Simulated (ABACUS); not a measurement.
Runs of ABACUS 3.10.1 on Ru. It takes space group P6_3/mmc (No. 194, hexagonal). The conventional cell has a = 2.706 Å, b = 2.706 Å, c = 4.282 Å, α = 90.00°, β = 90.00°, γ = 120.00°. Around Ru (site symmetry -6m2) lie 12 Ru at 2.65 to 2.71 Å. 

```tsv
task	level	potentials or basis	cell	k mesh	cutoff (eV)	orbital files	SCF threshold on the density	eigensolver	symmetry key	max steps of the relaxation	mesh quality	gap on the mesh (eV)	pressure (GPa)	V0 of scaled cells (Å³/atom)	relaxed volume (Å³/atom)	B0 (GPa)
single point	PBE	PseudoDojo NC SR 0.4.1 PBE standard, TZDP LCAO (the cutoffs set its grid)	as given	10 × 10 × 6	1361	Ru Ru_confined-atom_7au_4s3p3d1f.orb	1e-07	genelpa	1	-	not flagged	none	5.8	-	-	-
single point	r2SCAN	SG15 ONCV 1.2 PBE, DZP LCAO (the cutoffs set its grid)	as given	8 × 8 × 4	1361	Ru Ru_confined-atom_7au_3s2p2d1f.orb	1e-07	genelpa	1	-	coarse	none	-2.6	-	-	-
equation of state	PBE	PseudoDojo NC SR 0.4.1 PBE standard, DZP LCAO (the cutoffs set its grid)	as given	11 × 11 × 6	1361	Ru Ru_confined-atom_7au_3s2p2d1f.orb	1e-07	genelpa	1	-	not flagged	-	-	(b)	-	308
relaxation of cell and atoms	LDA	PseudoDojo NC SR 0.4.1 LDA stringent, plane waves	relaxed	9 × 9 × 5	1211	-	1e-08	dav	1	60	not flagged	none	0.0	-	13.12	-
single point	AM05	GBRV ultrasoft 1.5 PBEsol, plane waves	as given	9 × 9 × 5	544	-	1e-08	dav	1	-	not flagged	none	-8.9	-	-	-
equation of state	r2SCAN	SG15 ONCV 1.2 PBE, plane waves	as given	7 × 7 × 4	1320	-	1e-08	dav	1	-	coarse	-	-	13.44	-	342
single point	PBE	SPMS ONCV 1.0 PBE, DZP LCAO (the cutoffs set its grid)	as given	10 × 10 × 6	1361	Ru Ru_confined-atom_7au_3s2p2d1f.orb	1e-07	genelpa	1	-	not flagged	none	6.1	-	-	-
single point	PBE	PseudoDojo NC SR 0.4.1 PBE standard, plane waves	as given	11 × 11 × 6	1143	-	1e-08	dav	1	-	not flagged	none	(d)	-	-	-
single point	PBE	PseudoDojo NC SR 0.4.1 PBE standard, DZP LCAO (the cutoffs set its grid)	as given	11 × 11 × 6	1361	Ru Ru_confined-atom_7au_3s2p2d1f.orb	1e-07	genelpa	1	-	not flagged	none	(c)	-	-	-
relaxation of cell and atoms	r2SCAN	SG15 ONCV 1.2 PBE, DZP LCAO (the cutoffs set its grid)	relaxed	8 × 8 × 4	1361	Ru Ru_confined-atom_7au_3s2p2d1f.orb	1e-07	genelpa	1	-	coarse	none	0.0	-	(a)	-
single point	SCAN	SG15 ONCV 1.2 PBE, plane waves	as given	7 × 7 × 4	1320	-	1e-08	dav	1	-	coarse	none	-6.2	-	-	-
```

Alike in all rows: no spin polarisation; smearing fermi-dirac 0.05 eV.

Task: Fill in the values left out.

Result: (a) 13.47; (b) 13.85; (c) 6.4; (d) 5.1.

Caveats: some runs use coarse meshes; the atomic orbitals were generated for these runs and aren't a published set (some runs); the basis of atomic orbitals isn't converged, which shifts pressures, moduli and gaps (some runs); the potentials were made for another functional, which shifts forces and pressure (some runs); the cell was scaled at fixed shape and fractional positions, which overstates the stiffness of a crystal with free parameters, most of all of layers and chains (some runs).

A k mesh can miss the band edges, and the runs leave out spin-orbit coupling on Ru.

A gap of «none» marks a metal or a gap under the smearing width.

Not every run made on this cell is shown here.
